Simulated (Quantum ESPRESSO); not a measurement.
# Br under changes of volume

One of the cells (31.676 Å³/atom); the others are scaled copies at fixed shape and fractional positions:

```xyz
1
Lattice="-1.2868 1.7200 3.5780 1.2868 -1.7200 3.5780 1.2868 1.7200 -3.5780" Properties=species:S:1:pos:R:3 pbc="T T T"
Br    0.0000    0.0000    0.0000
```

| Quantity | Value |
| --- | --- |
| Program | Quantum ESPRESSO 7.5 |
| Functional | PBE |
| Potentials or basis | SSSP 1.3 efficiency PBE |
| Cutoff | 748 eV |
| Density cutoff | 5987 eV |
| k mesh | 13 × 13 × 13 |
| Occupations | fermi-dirac, width 0.05 eV |
| Spin | no spin polarisation |

```csv
volume (Å³/atom),energy over the lowest point (meV/atom),pressure (GPa)
29.775,?,?
30.409,19.22,2.7
31.042,10.20,1.9
31.676,4.21,1.2
32.309,0.90,0.5
32.943,0.00,0.0
33.576,1.23,-0.5
```

Task: What does the run at 29.775 Å³/atom give?

Result: Energy over the lowest point 31.64 meV/atom; pressure 3.6 GPa.

Worked out: A Birch-Murnaghan fit of order 3 (a polynomial in V^(-2/3)) to the other rows has its minimum at 32.88 Å³/atom with B0 = V·E''(V) = 28 GPa and B' = 5.0 at fixed shape and positions, which overstates the stiffness. It gives 31.65 meV/atom at 29.775 Å³/atom, against the run's 31.64, and -dE/dV = 3.6 GPa, against 3.6.

Energies are extrapolated to zero smearing.

Caveats: an odd number of electrons without spin polarisation forces a metal; a magnetic or distorted state may lie lower.
